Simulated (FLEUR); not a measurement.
## EuS under changes of volume

One of the cells (26.424 Å³/atom); the others are scaled copies at fixed shape and fractional positions:

```
Eu S
1.0
     0.00000    2.97850    2.97850
     2.97850    0.00000    2.97850
     2.97850    2.97850    0.00000
Eu S
1 1
Direct
  0.00000 0.00000 0.00000
  0.50000 0.50000 0.50000
```

```yaml
Program: FLEUR MaX-R8.1 (later development tree)
Functional: PBEsol
Potentials_or_basis: all-electron
Basis: FLAPW
Kmax: 4.52 1/bohr
k_mesh: 8 × 8 × 8
Occupations: fermi-dirac, width 0.05 eV
Spin: collinear spin, ferromagnetic start
Starting_moments: "[7.0, 0.0] μB"
```

```tsv
volume (Å³/atom)	energy over the lowest point (meV/atom)	moment (μB per cell)
24.838	0.00	6.96
25.367	10.85	6.96
25.895	24.64	6.97
26.424	41.02	6.98
26.952	59.66	6.98
27.481	80.31	6.99
28.009	?	?
```

What does the run at 28.009 Å³/atom give?

Energy over the lowest point 102.76 meV/atom; moment 6.99 μB per cell.

Worked out: A Birch-Murnaghan fit of order 3 (a polynomial in V^(-2/3)) to the other rows has no minimum within the range. It gives 102.66 meV/atom at 28.009 Å³/atom, against the run's 102.76. A straight line through the other rows of the moment, of slope 0.0119 μB per Å³/atom, extrapolates to 7.00 μB, against the run's 6.99.

Energies are extrapolated to zero smearing.

Caveats: a cell with one magnetic atom can't hold antiferromagnetic order, which such compounds often take; without U or exact exchange the open f shell lies at the Fermi level, which spoils levels, moments and volumes.
